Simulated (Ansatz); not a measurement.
Crystal: NiO2.

```
CELL_PARAMETERS angstrom
2.91215 0.00000 0.00000
-1.45608 2.52200 0.00000
0.00000 0.00000 10.55527
ATOMIC_POSITIONS crystal
Ni 0.00000 0.00000 0.50000
Ni 0.00000 0.00000 0.00000
O 0.33333 0.66667 0.58908
O 0.33333 0.66667 0.91092
O 0.66667 0.33333 0.41092
O 0.66667 0.33333 0.08908
```

The cell comes from a database or a generator and needn't be the stable form of this composition.

Base run:

```yaml
Program: Ansatz 0.2.0
Functional: r2SCAN
Potentials_or_basis: Ansatz PAW
Cutoff: "500 eV (not typed: the program's choice for these potentials)"
k_mesh: 10 × 10 × 3
Occupations: fermi-dirac, width 0.05 eV
Spin: collinear spin, ferromagnetic start
Starting_moments: "[1.0, 1.0, 0.0, 0.0, 0.0, 0.0] μB"
```

Its results: band gap on the k mesh 1.38 eV, indirect (least direct gap 1.58 eV); pressure -16.1 GPa; net moment 0.00 μB per cell; largest force 0.957 eV/Å.

Problem. The run is repeated on the same cell with these changes: functional from r2SCAN to LDA; cutoff from 500 eV (not typed: the program's choice for these potentials) to 420 eV (not typed: the program's choice for these potentials). What comes out?

Solution. Band gap on the k mesh 0.84 eV, indirect (least direct gap 1.14 eV); pressure -20.1 GPa; net moment 0.00 μB per cell; largest force 1.437 eV/Å.

r2SCAN gives the wider gap, since meta-GGAs in the generalised Kohn-Sham scheme recover part of the derivative discontinuity.

Caveats: the PAW data sets come from PBE, with cores solved anew for the run's functional, which leaves a small shift of forces and pressure; the starting moments weren't kept; the magnetic or orbital state may not be the lowest (some runs); forces of over 1 eV/Å show positions far from the minimum, so gaps and moduli don't describe the material at rest (some runs).
